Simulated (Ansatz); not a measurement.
# TiB: the cost of one run

Program: Ansatz 0.2.0. Level of theory: DFT PBEsol, scalar-relativistic, plane waves, PAW. These are calculated values, not measurements.

4 further runs of the same task are left out: 2 for a known fault of the program, 1 that didn't finish, 1 set aside as unsound or not needed.

### 1 Starting point

Symmetry: P4/mmm, No. 123, tetragonal system. Conventional cell: a = 2.795 Å, b = 2.795 Å, c = 4.041 Å, α = 90.00°, β = 90.00°, γ = 90.00°. Ti (site symmetry 4/mmm) is surrounded by 4 Ti at 2.79 Å and 8 Al at 2.83 Å. Al (site symmetry 4/mmm) has 4 Al at 2.79 Å and 8 Ti at 2.83 Å as nearest neighbours.

Coordinates:

```
CELL_PARAMETERS angstrom
2.79464 0.00000 0.00000
0.00000 2.79464 0.00000
0.00000 0.00000 4.04114
ATOMIC_POSITIONS crystal
Ti 0.50000 0.50000 0.50000
Al 0.00000 0.00000 0.00000
```

It goes back to an entry of the Materials Project, which need not be the stable form.

It is the result of an earlier relaxation at this level (volume 15.78 Å³/atom; gap on the mesh: none (metal)).

### 2 Al → B: the starting cell

TiB starts from the relaxed positions of TiAl, with all lengths scaled by 0.910, a guess from tabulated radii.

### 3 Probe: one point at the start (TiB)

Contents of input.yaml:

```yaml
crystal:
  lattice:
    - [2.5417961739, 0.0, 0.0]
    - [0.0, 2.5417961739, 0.0]
    - [0.0, 0.0, 3.6755221279]
  atoms:
    - { symbol: Ti, position: [0.5, 0.5, 0.5] }
    - { symbol: B, position: [0.0, 0.0, 0.0] }
basis:
  ecutwfc: 420
kpoints:
  mp_grid: { grid: [8, 8, 6] }
hamiltonian:
  xc: pbesol
scf:
  occupations: { method: gaussian, width: 0.1 }
output:
  forces: true
  stress: true
  eigenvalues: true
```

On the command line:

```sh
> ansatz run input.yaml --threads 1 --pin off --max-ram 2560MiB --backend cpu --events-out ev --progress --plain --runs-dir out
```

Q: Estimate wall time and peak memory on 1 thread of Intel Xeon Platinum 8375C at 2.90GHz (Ice Lake), shared host.

About 1.1 s, with a peak of 0.35 GiB.
